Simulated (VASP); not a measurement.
Input of a VASP 6.6.1 run:

File POSCAR:

```
Mg
1.0
    3.2093000000      0.0000000000      0.0000000000
   -1.6046500000      2.7793353284      0.0000000000
    0.0000000000      0.0000000000      5.2103000000
Mg
2
Direct
    0.6666666667      0.3333333333      0.7500000000
    0.3333333333      0.6666666667      0.2500000000
```

INCAR.step1

```
SYSTEM = Mg
PREC = Accurate
ENCUT = 600
EDIFF = 1E-8
ISMEAR = -1
SIGMA = 0.05
LREAL = .False.
LASPH = .True.
NELM = 80
ALGO = Normal
ISIF = 3
LWAVE = .False.
LCHARG = .False.
GGA = CA
IBRION = 2
NSW = 40
EDIFFG = -0.002
```

The input INCAR.step2:

```
SYSTEM = Mg
PREC = Accurate
ENCUT = 600
EDIFF = 1E-8
ISMEAR = -1
SIGMA = 0.05
LREAL = .False.
LASPH = .True.
NELM = 80
ALGO = Normal
ISIF = 3
LWAVE = .False.
LCHARG = .False.
GGA = CA
IBRION = 6
NFREE = 2
POTIM = 0.015
NSW = 1
```

File KPOINTS:

```
Automatic mesh
0
Gamma
  7 7 4
  0 0 0
```

Potentials or basis: VASP PAW LDA potentials, release 64 (Mg).

Run with:

```console
$ cat potpaw_LDA.64/Mg/POTCAR > POTCAR
$ cp INCAR.step1 INCAR
$ mpirun -np 1 vasp_std > vasp.out
$ cp CONTCAR POSCAR
$ cp INCAR.step2 INCAR
$ mpirun -np 1 vasp_std > vasp.out
```

Problem. What does it give for the Voigt bulk modulus?

Solution. 41 GPa.

Problem. What does it give for the highest phonon frequency at Γ?

Solution. 251 cm⁻¹.

Problem. What does it give for the space group after relaxing (to 0.05 Å)?

Solution. P6_3/mmc (No. 194).

Problem. Estimate the relaxed cell.

Solution. a = 3.080 Å, b = 3.080 Å, c = 5.263 Å, α = 90.00°, β = 90.00°, γ = 120.00°.

Clamped-ion elastic tensor (GPa):
```
73 50  8  0  0  0
50 73  8  0  0  0
 8  8 90  0  0  0
 0  0  0 10  0  0
 0  0  0  0 10  0
 0  0  0  0  0 11
```
